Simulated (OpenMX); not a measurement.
BaTiO3 in OpenMX: the effect of volume scale

The system is BaTiO3.

```
Ba Ti O
1.0
     3.83294    0.00000    0.00000
     0.00000    3.83294    0.00000
     0.00000    0.00000    3.85038
Ba Ti O
1 1 3
Direct
  0.99557 0.99064 0.00350
  0.50254 0.49192 0.46877
  0.47922 0.51432 0.00641
  0.50273 0.00330 0.50938
  0.01995 0.49981 0.53994
```

Alike in all runs:

```yaml
Program: OpenMX 3.8.5
Task: single point
Functional: PBE
Potentials_or_basis: OpenMX 2013 PBE set, Ba10.0-s3p2d2, Ti7.0-s3p2d2, O6.0-s2p2d1, grid cutoff 400 Ry
k_mesh: 5 × 5 × 5
Occupations: fermi-dirac, width 0.05 eV
Spin: no spin polarisation
```

Problem. One run gave: gap on the mesh 1.49 eV; pressure -6.9 GPa; largest force 1.70 eV/Å. Which volume scale did it use?
A. 1.08
B. 1
C. 0.92
D. 1.04
E. 0.88

Solution. A.

```tsv
volume scale	gap on the mesh (eV)	pressure (GPa)	largest force (eV/Å)
0.88	1.97	35.5	1.71
0.92	1.87	22.9	1.51
0.96	1.77	12.8	1.33
1	1.67	4.7	1.27
1.04	1.58	-1.8	1.49
1.08	1.49	-6.9	1.70
```

Caveats: spin-orbit coupling is left out, which moves the levels of the heavy elements; an odd mesh through Γ misses points on the zone boundary, where band edges often lie; the basis of atomic orbitals isn't converged, which shifts pressures, moduli and gaps; forces of over 1 eV/Å show positions far from the minimum, so gaps and moduli don't describe the material at rest.
